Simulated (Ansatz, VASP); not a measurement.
## Two plane-wave programs on MgS

```
Mg S
1.0
     4.03462    0.00000    0.00000
    -2.01731    3.49409    0.00000
     0.00000    0.00000    6.43229
Mg S
2 2
Direct
  0.66667 0.33333 0.49575
  0.33333 0.66667 0.99575
  0.33333 0.66667 0.37924
  0.66667 0.33333 0.87924
```

The cell comes from a database or a generator and needn't be the stable form of this composition.

Alike in both runs: task single point; functional PBEsol; k mesh 6 × 6 × 4; occupations gaussian, width 0.05 eV; no spin polarisation.

|  | VASP | Ansatz |
| --- | --- | --- |
| version | VASP 6.6.1 | Ansatz 0.2.0 |
| potentials or method | VASP PAW PBE potentials, release 64 (Mg, S) | scalar-relativistic, plane waves, PAW |
| plane-wave cutoff (eV) | 520 | 420 |
| valence electrons in the cell | 16 | 32 |

```tsv
	VASP	Ansatz	Ansatz less VASP
gap on the k mesh at the Fermi level (eV)	3.27	3.27	-0.002
least direct gap on the mesh (eV)	3.27	3.27	-0.002
pressure (GPa)	-0.4	-0.3	+0.09
largest component of the traceless stress (GPa)	0.22	0.23	+0.006
rms of the force components (eV/Å)	0.026	0.026	-0.0003
```

Atom by atom the forces differ by 0.000 eV/Å (rms over components). With one functional, cell and mesh, what is left measures potentials, basis and numerics. The two sets of potentials don't hold the same shells in valence.

Caveats: the PAW data sets were made with another functional, which shifts forces and pressure a little (VASP). PBEsol gaps usually lie below the measured ones, often by a third to a half.
